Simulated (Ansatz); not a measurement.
# Al(100) (Fm-3m bulk, slab 6 Å thick) with one Al vacancy in a 2 × 2 cell: simulated STM

The task: relax Al(100) (Fm-3m bulk, slab 6 Å thick) with one Al vacancy in a 2 × 2 cell and compute the vacuum tail of its states by energy, as an STM tip samples it.

Computed with Ansatz 0.2.0 (DFT PBE, scalar-relativistic, plane waves, PAW, unless a step's input says otherwise).

## Step 1: Starting point

Symmetry: P4mm, No. 99, tetragonal system. Conventional cell: a = 5.725 Å, b = 5.725 Å, c = 23.072 Å, α = 90.00°, β = 90.00°, γ = 90.00°. Al (site symmetry m) has 8 Al at 2.86 Å as nearest neighbours. Around Al (site symmetry 4mm) lie 12 Al at 2.86 Å. Al (site symmetry 2mm) is surrounded by 12 Al at 2.86 Å. Around Al (site symmetry m) lie 11 Al at 2.86 Å. Around Al (site symmetry 2mm) lie 6 Al at 2.86 Å. Al (site symmetry 4mm) is surrounded by 8 Al at 2.86 Å.

Coordinates:

```cif
data_structure
_symmetry_space_group_name_H-M 'P 1'
_symmetry_Int_Tables_number 1
_cell_length_a 5.7247
_cell_length_b 5.7247
_cell_length_c 23.0719
_cell_angle_alpha 90.000
_cell_angle_beta 90.000
_cell_angle_gamma 90.000
_cell_volume 756.11
loop_
_atom_site_label
_atom_site_type_symbol
_atom_site_fract_x
_atom_site_fract_y
_atom_site_fract_z
_atom_site_occupancy
Al1 Al 0.25000 0.25000 0.36841 1
Al2 Al 0.25000 0.75000 0.36841 1
Al3 Al 0.75000 0.25000 0.36841 1
Al4 Al 0.75000 0.75000 0.36841 1
Al5 Al 0.00000 0.00000 0.45614 1
Al6 Al 0.00000 0.50000 0.45614 1
Al7 Al 0.50000 0.00000 0.45614 1
Al8 Al 0.50000 0.50000 0.45614 1
Al9 Al 0.25000 0.25000 0.54386 1
Al10 Al 0.25000 0.75000 0.54386 1
Al11 Al 0.75000 0.25000 0.54386 1
Al12 Al 0.75000 0.75000 0.54386 1
Al13 Al 0.00000 0.50000 0.63159 1
Al14 Al 0.50000 0.00000 0.63159 1
Al15 Al 0.50000 0.50000 0.63159 1
```

Slab cut from the bulk at the bulk's listed lattice constants, lower half held.

## Step 2: Relaxing the atoms

The input, input.yaml:

```yaml
crystal:
  lattice:
    - [5.72467994, 0.0, 0.0]
    - [0.0, 5.72467994, 0.0]
    - [0.0, 0.0, 23.0719398463]
  atoms:
    - { symbol: Al, position: [0.25, 0.25, 0.3684128884] }
    - { symbol: Al, position: [0.25, 0.75, 0.3684128884] }
    - { symbol: Al, position: [0.75, 0.25, 0.3684128884] }
    - { symbol: Al, position: [0.75, 0.75, 0.3684128884] }
    - { symbol: Al, position: [0.0, 0.0, 0.4561376329] }
    - { symbol: Al, position: [0.0, 0.5, 0.4561376329] }
    - { symbol: Al, position: [0.5, 0.0, 0.4561376329] }
    - { symbol: Al, position: [0.5, 0.5, 0.4561376329] }
    - { symbol: Al, position: [0.25, 0.25, 0.5438623671] }
    - { symbol: Al, position: [0.25, 0.75, 0.5438623671] }
    - { symbol: Al, position: [0.75, 0.25, 0.5438623671] }
    - { symbol: Al, position: [0.75, 0.75, 0.5438623671] }
    - { symbol: Al, position: [0.0, 0.5, 0.6315871116] }
    - { symbol: Al, position: [0.5, 0.0, 0.6315871116] }
    - { symbol: Al, position: [0.5, 0.5, 0.6315871116] }
basis:
  ecutwfc: 420.0
  fft_grid_basis: typed
kpoints:
  mp_grid: { grid: [5, 5, 1] }
hamiltonian:
  xc: pbe
  pseudopotentials: { kind: paw }
scf:
  occupations: { method: gaussian, width: 0.1 }
output:
  forces: true
  eigenvalues: true
efield:
  axis: 3
  dipole_correction: true
  ramp_width: 0.04
relax:
  adjacent_minimum: "off"
  f_tol: 0.04
  max_steps: 40
  constraints: [{ sites: [0, 1, 2, 3, 4, 5, 6, 7] }]
```

Launch:

```
$ ansatz run input.yaml --threads 2 --pin off --max-ram 4423MiB --backend cpu --events-out ev --progress --plain --runs-dir out
```

The log of the run:

```text
Warning: RAYON_NUM_THREADS=2 ignored (pool sized by the plan → 2); use --threads N
Engine: ansatz 0.2.0, x86_64-unknown-linux-gnu
Pseudopotentials: kind: paw
Pseudopotential: Al, paw, valence charge 3, recommended cutoff 420 eV (normal), Al.paw.azcp
Functional definition: PBE
  parameter kappa = 0.804
  parameter beta = 0.06672455060314922
  exchange = pbe_x(kappa = kappa, mu = beta*pi^2/3)
  correlation = pbe_c(beta = beta)
Crystal: 15 atoms, lattice volume = 756.113 Å³
Basis set: ecut = 420 eV, 14841 PW (Γ), exchange–correlation on 80×80×320 points (8 copies of the dense FFT grid, shifted against one another)
Bands: 38, of which v1, the nominal top of the filled ones, is band 23 counted from 1 (22 counted from 0)
Symmetry: 8 space group operations
Space group: P4mm (ITA 99), of the structure as read, at distance tolerance 9.1e-5 Å
k-points: 6 of 25
Non-local potential: Al, projectors of the file, l = 0: 2, l = 1: 2, l = 2: 1
PAW form: soft (Blöchl's): semilocal exchange-correlation on the pseudo side does not see the compensation charge
PAW one-centre angular grid: Al, 110 points (default); XC on 64 Gauss nodes
Initial density: superposition of atomic densities (neutral atoms: chi_scale 0, normalization atom), corrected by the library's trained network
Initial wavefunctions: pseudopotential atomic-orbital guess
Functional: x = pbe(κ = 0.804, μ = 0.2195149727645171), c = pbe(β = 0.06672455060314922)
SCF iter   1: F=—  HF=-8058.055681 eV  |F-HF|=—  |Δ(HF+E_count)|=         —  Δρ=1.22e-3  dr2=8.51e-2  ethr=1.77e-3  p=-0.026 e·Å  D=-6.24e-3 V/Å  ΔV_dip=0.14 eV  dr2_dipole=2.73e-2  V_vac-E_F(+/−)=4.26/4.12 eV  ⟨swp⟩=10.7  Hψ=1499  notcnv=0
efield: sawtooth ramp at fractional position 0.9800 (placed from the atoms, in the widest stretch of the axis that holds none; the zero of the levels goes with the place), width 0.0400; the density the first Hamiltonian is built on has a dipole p = -0.026 e·Å; the dipole correction subtracts the counter field D = -6.24e-3 V/Å, which shifts the + side's vacuum level by +0.14 eV against the − side's; the planar-averaged density in the ramp window peaks in size at 1.8e-5 e/Å³
preconditioner: auto → LDOS  [metal: Δε(μ)=0.047 eV  Ē_g=6.035 eV  σ=0.100 eV  W_gap=0.25  n_scr=68 (ndim 8)  ℏωp=9.1 eV  f_vac=0.526  D(μ)=10.91/eV (n_scr^D=58)  β→1.0]
SCF iter   2: F=—  HF=-8058.049415 eV  |F-HF|=—  |Δ(HF+E_count)|=   6.27e-3  Δρ=5.71e-4  dr2=7.37e-3  ethr=1.89e-4  p=-0.001 e·Å  D=-2.26e-4 V/Å  ΔV_dip=0.01 eV  dr2_dipole=1.23e-3  V_vac-E_F(+/−)=4.35/4.35 eV  ⟨swp⟩=2.3  Hψ=409  notcnv=0  defer=6
SCF iter   3: F=—  HF=-8058.050884 eV  |F-HF|=—  |Δ(HF+E_count)|=   1.47e-3  Δρ=2.38e-4  dr2=2.80e-3  ethr=1.64e-5  p=0.002 e·Å  D=4.05e-4 V/Å  ΔV_dip=-0.01 eV  dr2_dipole=8.73e-4  V_vac-E_F(+/−)=4.36/4.37 eV  ⟨swp⟩=2.2  Hψ=319  notcnv=0  defer=6
SCF iter   4: F=—  HF=-8058.050695 eV  |F-HF|=—  |Δ(HF+E_count)|=   1.90e-4  Δρ=6.12e-5  dr2=2.37e-4  ethr=6.23e-6  p=0.004 e·Å  D=1.07e-3 V/Å  ΔV_dip=-0.02 eV  dr2_dipole=8.58e-5  V_vac-E_F(+/−)=4.35/4.38 eV  ⟨swp⟩=2.5  Hψ=312  notcnv=0  defer=6
iter 5 did not close the SCF: its close was put off for the readings that it lacked (scf_convergence_deferred on its scf_iter line)
SCF iter   5: F=-8058.050685 eV  HF=-8058.050701 eV  |F-HF|=1.57e-5  |Δ(HF+E_count)|=   5.85e-6  Δρ=2.18e-5  dr2=2.22e-5  ethr=5.26e-7  p=0.005 e·Å  D=1.25e-3 V/Å  ΔV_dip=-0.03 eV  dr2_dipole=3.09e-6  V_vac-E_F(+/−)=4.35/4.37 eV  ⟨swp⟩=2.7  Hψ=301  notcnv=0  defer=6
SCF iter   6: F=-8058.050704 eV  HF=-8058.050704 eV  |F-HF|=7.22e-7  |Δ(HF+E_count)|=   3.83e-6  Δρ=7.23e-6  dr2=1.70e-6  ethr=4.94e-8  p=0.005 e·Å  D=1.24e-3 V/Å  ΔV_dip=-0.03 eV  dr2_dipole=3.05e-7  V_vac-E_F(+/−)=4.34/4.37 eV  ⟨swp⟩=21.0  Hψ=1433  notcnv=0
SCF 1 converged in 6 iterations: F = -8058.050704 eV  dr2 = 1.70e-6
relax step   1: F+E_penalty+E_count = -8058.05070364 eV  Δ(F+E_penalty+E_count) = +0.000e0 eV  max|allowed force component| = 3.599e-1 eV/Å  Δτ_max = 0.0000 Å  (6 SCF iters, dr2 threshold 4.00e-5 eV, accepted)
Initial density: handed on by an earlier stage of this run
Initial wavefunctions: those handed on with the density
iter 1 solved again at ethr=7.42e-4 eV; its pass at ethr=3.10e-3 eV (dr2=3.34e-1 eV) is discarded
SCF iter   1: F=—  HF=-8058.176836 eV  |F-HF|=—  |Δ(HF+E_count)|=         —  Δρ=2.57e-3  dr2=3.30e-1  ethr=7.42e-4  p=0.005 e·Å  D=1.24e-3 V/Å  ΔV_dip=-0.03 eV  dr2_dipole=5.90e-2  V_vac-E_F(+/−)=4.37/4.40 eV  ⟨swp⟩=1.0  Hψ=975  notcnv=0  defer=35
efield: sawtooth ramp at fractional position 0.9800 (handed on by an earlier solve), width 0.0400; the density the first Hamiltonian is built on has a dipole p = 0.005 e·Å; the dipole correction subtracts the counter field D = 1.24e-3 V/Å, which shifts the + side's vacuum level by -0.03 eV against the − side's; the planar-averaged density in the ramp window peaks in size at 1.5e-7 e/Å³
preconditioner: auto → LDOS  [metal: Δε(μ)=0.070 eV  Ē_g=5.956 eV  σ=0.100 eV  W_gap=0.36  n_scr=68 (ndim 8)  ℏωp=9.1 eV  f_vac=0.518  D(μ)=10.09/eV (n_scr^D=50)  β→1.0]
SCF iter   2: F=—  HF=-8058.134310 eV  |F-HF|=—  |Δ(HF+E_count)|=   4.25e-2  Δρ=1.17e-3  dr2=5.39e-2  ethr=7.32e-4  p=0.005 e·Å  D=1.20e-3 V/Å  ΔV_dip=-0.03 eV  dr2_dipole=1.40e-2  V_vac-E_F(+/−)=4.35/4.37 eV  ⟨swp⟩=2.8  Hψ=315  notcnv=0  defer=35
SCF iter   3: F=—  HF=-8058.134315 eV  |F-HF|=—  |Δ(HF+E_count)|=   5.43e-6  Δρ=5.00e-4  dr2=1.45e-2  ethr=1.20e-4  p=0.004 e·Å  D=9.45e-4 V/Å  ΔV_dip=-0.02 eV  dr2_dipole=4.02e-3  V_vac-E_F(+/−)=4.36/4.38 eV  ⟨swp⟩=3.0  Hψ=337  notcnv=0  defer=35
SCF iter   4: F=—  HF=-8058.133050 eV  |F-HF|=—  |Δ(HF+E_count)|=   1.27e-3  Δρ=1.09e-4  dr2=4.00e-4  ethr=3.22e-5  p=0.003 e·Å  D=6.23e-4 V/Å  ΔV_dip=-0.01 eV  dr2_dipole=7.83e-5  V_vac-E_F(+/−)=4.35/4.37 eV  ⟨swp⟩=2.5  Hψ=313  notcnv=0  defer=35
SCF iter   5: F=—  HF=-8058.133950 eV  |F-HF|=—  |Δ(HF+E_count)|=   9.00e-4  Δρ=3.37e-5  dr2=4.08e-5  ethr=8.89e-7  p=0.003 e·Å  D=6.48e-4 V/Å  ΔV_dip=-0.01 eV  dr2_dipole=6.65e-6  V_vac-E_F(+/−)=4.35/4.37 eV  ⟨swp⟩=2.0  Hψ=353  notcnv=0  defer=37
iter 6 did not close the SCF: its close was put off until two iterations running show no level that it waits for move by more than its bar (scf_convergence_deferred on its scf_iter line)
SCF iter   6: F=-8058.133954 eV  HF=-8058.133957 eV  |F-HF|=2.61e-6  |Δ(HF+E_count)|=   6.73e-6  Δρ=1.01e-5  dr2=4.01e-6  ethr=1.80e-8  p=0.003 e·Å  D=6.87e-4 V/Å  ΔV_dip=-0.02 eV  dr2_dipole=7.60e-7  V_vac-E_F(+/−)=4.35/4.37 eV  ⟨swp⟩=18.7  Hψ=1559  notcnv=0
iter 7 did not close the SCF: its close was put off until two iterations running show no level that it waits for move by more than its bar (scf_convergence_deferred on its scf_iter line)
SCF iter   7: F=-8058.133958 eV  HF=-8058.133958 eV  |F-HF|=1.02e-7  |Δ(HF+E_count)|=   1.14e-6  Δρ=2.60e-6  dr2=1.67e-7  ethr=8.91e-9  p=0.003 e·Å  D=6.93e-4 V/Å  ΔV_dip=-0.02 eV  dr2_dipole=1.19e-9  V_vac-E_F(+/−)=4.35/4.37 eV  ⟨swp⟩=6.2  Hψ=718  notcnv=0
SCF iter   8: F=-8058.133958 eV  HF=-8058.133958 eV  |F-HF|=2.41e-8  |Δ(HF+E_count)|=   1.54e-7  Δρ=8.73e-7  dr2=2.55e-8  ethr=3.71e-10  p=0.003 e·Å  D=7.02e-4 V/Å  ΔV_dip=-0.02 eV  dr2_dipole=5.43e-9  V_vac-E_F(+/−)=4.35/4.37 eV  ⟨swp⟩=3.0  Hψ=663  notcnv=0
SCF 2 converged in 8 iterations: F = -8058.133958 eV  dr2 = 2.55e-8
relax step   2: F+E_penalty+E_count = -8058.13395812 eV  Δ(F+E_penalty+E_count) = -8.325e-2 eV  max|allowed force component| = 9.246e-2 eV/Å  Δτ_max = 0.1949 Å  (8 SCF iters, dr2 threshold 8.10e-6 eV, accepted)
SCF iter   1: F=—  HF=-8058.150816 eV  |F-HF|=—  |Δ(HF+E_count)|=         —  Δρ=7.61e-4  dr2=3.04e-2  ethr=9.08e-4  p=0.003 e·Å  D=7.02e-4 V/Å  ΔV_dip=-0.02 eV  dr2_dipole=5.53e-3  V_vac-E_F(+/−)=4.35/4.36 eV  ⟨swp⟩=3.5  Hψ=567  notcnv=0  defer=44
efield: sawtooth ramp at fractional position 0.9800 (handed on by an earlier solve), width 0.0400; the density the first Hamiltonian is built on has a dipole p = 0.003 e·Å; the dipole correction subtracts the counter field D = 7.02e-4 V/Å, which shifts the + side's vacuum level by -0.02 eV against the − side's; the planar-averaged density in the ramp window peaks in size at 1.0e-7 e/Å³
preconditioner: auto → LDOS  [metal: Δε(μ)=0.077 eV  Ē_g=5.992 eV  σ=0.100 eV  W_gap=0.40  n_scr=68 (ndim 8)  ℏωp=9.1 eV  f_vac=0.522  D(μ)=10.45/eV (n_scr^D=58)  β→1.0]
SCF iter   2: F=—  HF=-8058.147142 eV  |F-HF|=—  |Δ(HF+E_count)|=   3.67e-3  Δρ=3.14e-4  dr2=4.43e-3  ethr=6.74e-5  p=0.003 e·Å  D=7.49e-4 V/Å  ΔV_dip=-0.02 eV  dr2_dipole=8.47e-4  V_vac-E_F(+/−)=4.35/4.37 eV  ⟨swp⟩=2.2  Hψ=372  notcnv=0  defer=40
SCF iter   3: F=—  HF=-8058.147074 eV  |F-HF|=—  |Δ(HF+E_count)|=   6.73e-5  Δρ=1.40e-4  dr2=6.94e-4  ethr=9.83e-6  p=0.003 e·Å  D=7.20e-4 V/Å  ΔV_dip=-0.02 eV  dr2_dipole=1.50e-4  V_vac-E_F(+/−)=4.35/4.37 eV  ⟨swp⟩=2.2  Hψ=305  notcnv=0  defer=40
SCF iter   4: F=—  HF=-8058.147052 eV  |F-HF|=—  |Δ(HF+E_count)|=   2.21e-5  Δρ=2.84e-5  dr2=3.76e-5  ethr=1.54e-6  p=0.003 e·Å  D=8.15e-4 V/Å  ΔV_dip=-0.02 eV  dr2_dipole=1.06e-5  V_vac-E_F(+/−)=4.35/4.37 eV  ⟨swp⟩=2.2  Hψ=296  notcnv=0  defer=40
SCF iter   5: F=—  HF=-8058.147920 eV  |F-HF|=—  |Δ(HF+E_count)|=   8.68e-4  Δρ=8.75e-6  dr2=3.35e-6  ethr=8.35e-8  p=0.004 e·Å  D=8.41e-4 V/Å  ΔV_dip=-0.02 eV  dr2_dipole=6.40e-7  V_vac-E_F(+/−)=4.35/4.37 eV  ⟨swp⟩=2.0  Hψ=334  notcnv=0  defer=40
SCF iter   6: F=—  HF=-8058.147921 eV  |F-HF|=—  |Δ(HF+E_count)|=   6.78e-7  Δρ=2.87e-6  dr2=4.58e-7  ethr=7.43e-9  p=0.004 e·Å  D=8.45e-4 V/Å  ΔV_dip=-0.02 eV  dr2_dipole=1.36e-7  V_vac-E_F(+/−)=4.35/4.37 eV  ⟨swp⟩=2.5  Hψ=308  notcnv=0  defer=40
SCF iter   7: F=-8058.147921 eV  HF=-8058.147921 eV  |F-HF|=4.43e-8  |Δ(HF+E_count)|=   1.22e-7  Δρ=8.62e-7  dr2=2.41e-8  ethr=2.22e-10  p=0.004 e·Å  D=8.46e-4 V/Å  ΔV_dip=-0.02 eV  dr2_dipole=3.37e-9  V_vac-E_F(+/−)=4.35/4.37 eV  ⟨swp⟩=17.3  Hψ=1342  notcnv=0
SCF 3 converged in 7 iterations: F = -8058.147921 eV  dr2 = 2.41e-8
relax step   3: F+E_penalty+E_count = -8058.14792104 eV  Δ(F+E_penalty+E_count) = -1.396e-2 eV  max|allowed force component| = 4.976e-2 eV/Å  Δτ_max = 0.0561 Å  (7 SCF iters, accepted)
SCF iter   1: F=—  HF=-8058.148196 eV  |F-HF|=—  |Δ(HF+E_count)|=         —  Δρ=1.60e-4  dr2=7.46e-4  ethr=2.42e-5  p=0.004 e·Å  D=8.46e-4 V/Å  ΔV_dip=-0.02 eV  dr2_dipole=3.16e-5  V_vac-E_F(+/−)=4.35/4.37 eV  ⟨swp⟩=2.0  Hψ=503  notcnv=0  defer=38
efield: sawtooth ramp at fractional position 0.9800 (handed on by an earlier solve), width 0.0400; the density the first Hamiltonian is built on has a dipole p = 0.004 e·Å; the dipole correction subtracts the counter field D = 8.46e-4 V/Å, which shifts the + side's vacuum level by -0.02 eV against the − side's; the planar-averaged density in the ramp window peaks in size at 1.4e-7 e/Å³
preconditioner: auto → LDOS  [metal: Δε(μ)=0.080 eV  Ē_g=5.988 eV  σ=0.100 eV  W_gap=0.41  n_scr=68 (ndim 8)  ℏωp=9.1 eV  f_vac=0.522  D(μ)=10.27/eV (n_scr^D=50)  β→1.0]
SCF iter   2: F=—  HF=-8058.148017 eV  |F-HF|=—  |Δ(HF+E_count)|=   1.78e-4  Δρ=7.29e-5  dr2=1.23e-4  ethr=1.66e-6  p=0.004 e·Å  D=8.56e-4 V/Å  ΔV_dip=-0.02 eV  dr2_dipole=1.82e-5  V_vac-E_F(+/−)=4.35/4.37 eV  ⟨swp⟩=2.7  Hψ=413  notcnv=0  defer=38
SCF iter   3: F=—  HF=-8058.148036 eV  |F-HF|=—  |Δ(HF+E_count)|=   1.91e-5  Δρ=2.62e-5  dr2=2.75e-5  ethr=2.74e-7  p=0.003 e·Å  D=8.21e-4 V/Å  ΔV_dip=-0.02 eV  dr2_dipole=2.62e-6  V_vac-E_F(+/−)=4.35/4.37 eV  ⟨swp⟩=2.3  Hψ=295  notcnv=0  defer=38
SCF iter   4: F=—  HF=-8058.148922 eV  |F-HF|=—  |Δ(HF+E_count)|=   8.86e-4  Δρ=9.75e-6  dr2=4.19e-6  ethr=6.12e-8  p=0.003 e·Å  D=8.23e-4 V/Å  ΔV_dip=-0.02 eV  dr2_dipole=5.87e-7  V_vac-E_F(+/−)=4.35/4.37 eV  ⟨swp⟩=2.2  Hψ=322  notcnv=0  defer=38
SCF iter   5: F=—  HF=-8058.148922 eV  |F-HF|=—  |Δ(HF+E_count)|=   1.18e-7  Δρ=2.25e-6  dr2=2.32e-7  ethr=9.32e-9  p=0.003 e·Å  D=8.25e-4 V/Å  ΔV_dip=-0.02 eV  dr2_dipole=6.24e-8  V_vac-E_F(+/−)=4.35/4.37 eV  ⟨swp⟩=2.5  Hψ=319  notcnv=0  defer=38
SCF iter   6: F=-8058.148922 eV  HF=-8058.148922 eV  |F-HF|=2.97e-8  |Δ(HF+E_count)|=   4.97e-8  Δρ=8.14e-7  dr2=1.64e-8  ethr=2.22e-10  p=0.003 e·Å  D=8.25e-4 V/Å  ΔV_dip=-0.02 eV  dr2_dipole=4.64e-9  V_vac-E_F(+/−)=4.35/4.37 eV  ⟨swp⟩=15.3  Hψ=1228  notcnv=0
SCF 4 converged in 6 iterations: F = -8058.148922 eV  dr2 = 1.64e-8
relax step   4: F+E_penalty+E_count = -8058.14892244 eV  Δ(F+E_penalty+E_count) = -1.001e-3 eV  max|allowed force component| = 4.467e-3 eV/Å  Δτ_max = 0.0153 Å  (6 SCF iters, accepted)
SCF converged after 6 iterations
Free energy (F): -8058.148922 eV
Harris-Foulkes:  -8058.148922 eV  (|F-HF|=2.97e-8)
Internal energy: -8058.097292 eV  (E = F + TS)
E sigma→0 (E₀):  -8058.123107 eV
Entropy (-TS):   -0.051630 eV (-3.442 meV/atom)
Fermi energy:    -0.262578 eV
Dipole field:    D = 0.000778 V/Å  (p = 0.003252 e·Å, saw-weighted, corrected)
Work function:   Φ+ = 4.3517 eV   Φ− = 4.3696 eV
Levels:          The Fermi level and band energies are counted from a zero that moves with the ramp; work functions are not
--- Per-component energies (eV) ---
  E_band       = -189.943436
  E_kinetic    = 316.570651
  E_local      = -9102.223764  (includes V_loc(G=0)·N_el)
  E_nonlocal   = 157.660895
  E_hartree    = 4453.803309
  E_xc         = -581.950930
  E_vxc        = -415.421035  (∫ρ·V_xc dr)
  E_paw        = -7009.019971  (= ΣΔE_a)
  E_vpaw       = -54.144178  (= ΣTr[D̂ρ^β])
  E_aug_tail   = -0.000031  (compensation charges beyond the density's cutoff)
  E_efield     = 0.000001  (sawtooth field / dipole correction)
  E_vefield    = 0.005768  (∫n·V_field dr)
  E_ewald      = 3707.062547
  E_smearing   = -0.051630  (= −TS)
  E_closure    = 0.000000  (closes the sum)
  Σ components = -8058.148922   (vs F -8058.148922, Δ=0.00e0)
--- Forces (eV/Å), atoms counted from 1 ---
  atom   1  Al     0.08559998     0.08559998    -0.16221179
  atom   2  Al     0.08559998    -0.08559998    -0.16221179
  atom   3  Al    -0.08559998     0.08559998    -0.16221179
  atom   4  Al    -0.08559998    -0.08559998    -0.16221179
  atom   5  Al     0.00000000     0.00000000     0.21513435
  atom   6  Al     0.00000000     0.00000000     0.12461215
  atom   7  Al    -0.00000000     0.00000000     0.12461215
  atom   8  Al    -0.00000000     0.00000000     0.18328706
  atom   9  Al     0.00405318     0.00405318     0.00317772
  atom  10  Al     0.00405318    -0.00405318     0.00317772
  atom  11  Al    -0.00405318     0.00405318     0.00317772
  atom  12  Al    -0.00405318    -0.00405318     0.00317772
  atom  13  Al    -0.00000000     0.00000000    -0.00446697
  atom  14  Al     0.00000000     0.00000000    -0.00446697
  atom  15  Al    -0.00000000     0.00000000    -0.00251341
  max |Σ_I F_I| component: 6.21e-5 eV/Å
--- Band table (eV; the first three rows and the last of 6) ---
  k-point 0: bands = ["-10.6337", "-9.1648", "-7.0237", "-6.3193", "-6.2248", "-6.2248", "-6.0274", "-5.0390", "-4.7683", "-4.7683", "-4.4938", "-4.0348", "-2.7802", "-2.7579", "-2.7579", "-2.3828", "-2.3828", "-2.2047", "-1.6988", "-1.2192", "-1.0098", "-1.0098", "-0.8687", "-0.1304", "0.0048", "0.0048", "0.3252", "0.4006", "1.0384", "1.2826", "1.2826", "1.3629", "2.1717", "2.2978", "2.4745", "2.4745", "2.7636", "3.3333"]
  k-point 1: bands = ["-10.4546", "-8.9947", "-7.7883", "-6.8683", "-6.3530", "-6.0518", "-5.8995", "-4.6304", "-4.6047", "-4.2995", "-4.2626", "-3.8565", "-3.5173", "-3.3924", "-2.8673", "-2.5846", "-2.3209", "-1.9027", "-1.8550", "-1.7471", "-1.1556", "-0.6006", "-0.1101", "0.1562", "0.1586", "0.3368", "0.4666", "0.4966", "1.0733", "1.5769", "1.7024", "1.8054", "2.3288", "2.3580", "2.5431", "3.1114", "3.1786", "3.4208"]
  k-point 2: bands = ["-9.9196", "-9.0387", "-8.4711", "-7.5530", "-6.2938", "-5.5360", "-5.5240", "-5.3006", "-4.6936", "-4.6005", "-4.1036", "-4.0341", "-3.5182", "-3.1781", "-3.0970", "-2.5985", "-2.0993", "-1.9325", "-1.7119", "-1.2638", "-0.9380", "-0.7606", "-0.3372", "-0.1992", "0.4614", "0.6868", "0.9133", "1.5371", "1.6044", "1.8578", "2.0438", "2.2275", "2.3056", "2.5973", "2.9797", "3.0680", "3.2095", "3.8197"]
  k-point 5: bands = ["-9.2093", "-8.3719", "-8.2921", "-7.7864", "-7.4502", "-7.0021", "-6.7388", "-5.9463", "-5.5097", "-4.7636", "-4.4124", "-3.4002", "-2.8302", "-2.0966", "-1.7860", "-1.5209", "-1.3687", "-1.1600", "-0.9297", "-0.5550", "-0.2985", "0.1196", "0.1237", "0.2452", "0.4103", "0.5370", "0.5632", "1.6574", "1.7907", "1.8378", "1.9084", "1.9778", "2.1913", "2.3277", "2.6578", "2.7053", "2.8707", "3.3319"]
--- Relaxed structure (4 steps of the walk, 4 accepted, 0 SCFs on fresh bases) ---
  F+E_penalty+E_count = -8058.14892244 eV   max|allowed force component| = 4.467e-3 eV/Å
  atoms:
    - { symbol: Al, position: [0.25, 0.25, 0.3684128884] }
    - { symbol: Al, position: [0.25, 0.75, 0.3684128884] }
    - { symbol: Al, position: [0.75, 0.25, 0.3684128884] }
    - { symbol: Al, position: [0.75, 0.75, 0.3684128884] }
    - { symbol: Al, position: [0.0, 0.0, 0.4561376329] }
    - { symbol: Al, position: [0.0, 0.5, 0.4561376329] }
    - { symbol: Al, position: [0.5, 0.0, 0.4561376329] }
    - { symbol: Al, position: [0.5, 0.5, 0.4561376329] }
    - { symbol: Al, position: [0.2467023255801813, 0.2467023255801813, 0.5481616860590662] }
    - { symbol: Al, position: [0.2467023255801813, 0.7532976744198188, 0.5481616860590662] }
    - { symbol: Al, position: [0.7532976744198188, 0.2467023255801813, 0.5481616860590662] }
    - { symbol: Al, position: [0.7532976744198188, 0.7532976744198188, 0.5481616860590662] }
    - { symbol: Al, position: [-2.422265654136832e-33, 0.5, 0.6317319537830558] }
    - { symbol: Al, position: [0.5, 0.0, 0.6317319537830558] }
    - { symbol: Al, position: [0.5, 0.5, 0.6386538085659819] }
```

Run time: 35 s. Hardware: 2 threads of Intel Xeon Platinum 8488C (Sapphire Rapids), shared host; peak memory 0.85 GiB.

Step by step:

| step | E - E(step 1) (eV/cell) | largest force component (eV/Å) |
| --- | --- | --- |
| 1 | 0.0000 | 0.3599 |
| 2 | -0.0833 | 0.0925 |
| 3 | -0.0972 | 0.0498 |
| 4 | -0.0982 | 0.0045 |

Step 1 is the start.

The cell repeats along c, and a dipole correction in the vacuum removes the field between the copies.

Atoms 1, 2, 3, 4, 5, 6, 7, 8 (counted from 1; the input counts from 0) are held at their places.

From the log: work function 4.35 eV (top face), 4.37 eV (bottom face).

(Part 1 of 2 ends here.)
